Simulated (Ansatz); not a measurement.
The system is Ga.

```
CELL_PARAMETERS angstrom
1.38300 -4.02650 0.00000
1.38300 4.02650 0.00000
-0.11745 0.00000 3.32993
ATOMIC_POSITIONS crystal
Ga 0.13100 0.86900 0.75000
Ga 0.86900 0.13100 0.25000
```

This isn't the form of Ga at room conditions, which is orthorhombic.

Base run:

* Program: Ansatz 0.2.0
* Functional: RPBE
* Potentials or basis: Ansatz PAW
* Cutoff: 420 eV (not typed: the program's choice for these potentials)
* k mesh: 10 × 10 × 8
* Occupations: fermi-dirac, width 0.05 eV
* Spin: no spin polarisation

Its results: band gap on the k mesh none (metal or under the smearing width); pressure 3.6 GPa; largest force 0.210 eV/Å.

Question: The run is repeated on the same cell with these changes: functional from RPBE to revPBE. What comes out?

Answer: Band gap on the k mesh none (metal or under the smearing width); pressure 3.1 GPa; largest force 0.207 eV/Å.

Caveats: the PAW data sets come from PBE, with cores solved anew for the run's functional, which leaves a small shift of forces and pressure.
